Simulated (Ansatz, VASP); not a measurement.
**Two plane-wave programs on BaTiO3**

INCAR

```
PREC = Accurate ; ENCUT = 520
EDIFF = 1E-6 ; ISMEAR = 0
SIGMA = 0.02 ; LREAL = False
LASPH = True ; NELM = 80
ALGO = Normal ; ISIF = 2
LWAVE = False ; LCHARG = False
GGA = PE ; LOPTICS = True
NBANDS = 44 ; NEDOS = 2000
CSHIFT = 0.1
```

Contents of KPOINTS:

```
Automatic mesh
0
Gamma
  7 7 7
```

POSCAR

```
BaTiO3
1.0
    2.8273666084      1.6323808724      2.3183934932
   -2.8273666084      1.6323808724      2.3183934932
    0.0000000000     -3.2647617449      2.3183934932
Ba Ti O
1 1 3
Direct
    0.0000000000      0.0000000000      0.0000000000
    0.4845000000      0.4845000000      0.4845000000
    0.5086000000      0.0175000000      0.5086000000
    0.0175000000      0.5086000000      0.5086000000
    0.5086000000      0.5086000000      0.0175000000
```

File input.yaml:

```yaml
crystal:
  lattice:
    - [2.8273666084, 1.6323808724, 2.3183934932]
    - [-2.8273666084, 1.6323808724, 2.3183934932]
    - [0.0, -3.2647617449, 2.3183934932]
  atoms:
    - { symbol: Ba, position: [0.0, 0.0, 0.0] }
    - { symbol: Ti, position: [0.4845, 0.4845, 0.4845] }
    - { symbol: O, position: [0.5086, 0.0175, 0.5086] }
    - { symbol: O, position: [0.0175, 0.5086, 0.5086] }
    - { symbol: O, position: [0.5086, 0.5086, 0.0175] }
hamiltonian:
  xc: pbe
  pseudopotentials: { kind: paw }
kpoints:
  mp_grid: { grid: [7, 7, 7] }
scf:
  occupations: { method: gaussian, width: 0.02 }
output:
  forces: true
  stress: true
  eigenvalues: true
```

Alike in both runs: functional PBE; k mesh 7 × 7 × 7; occupations gaussian, width 0.02 eV; no spin polarisation.

|  | VASP | Ansatz |
| --- | --- | --- |
| version | VASP 6.6.1 | Ansatz 0.2.0 |
| potentials or method | VASP PAW PBE potentials, release 64 (Ba_sv, Ti_sv, O) | Ansatz PAW |
| plane-wave cutoff (eV) | 520 | 420 |
| valence electrons in the cell | 40 | 40 |
| task | optical spectrum | single point |

Ansatz gave:

```
gap on the k mesh at the Fermi level (eV)       : 2.50
least direct gap on the mesh (eV)               : 2.79
pressure (GPa)                                  : 5.0
largest component of the traceless stress (GPa) : 0.12
rms of the force components (eV/Å)              : 0.074
```

What did VASP give for the same quantities?

gap on the k mesh at the Fermi level (eV): 2.44; least direct gap on the mesh (eV): 2.78; pressure (GPa): 6.9; largest component of the traceless stress (GPa): 0.17; rms of the force components (eV/Å): 0.095.

Atom by atom the forces differ by 0.028 eV/Å (rms over components). The functional is the same, so the differences come from potentials, cutoffs and numerics.

Caveats: spin-orbit coupling is left out, which moves the levels of the heavy elements; spectra need much finer meshes, so this one isn't converged (VASP); independent-particle spectra lack excitons (VASP); an odd mesh through Γ misses points on the zone boundary, where band edges often lie (VASP); odd divisions of the mesh miss points on the zone boundary, where band edges often lie, so the gap on the mesh can be too wide (Ansatz); the pressure holds a Pulay correction of +0.5 GPa for the finite cutoff (Ansatz).
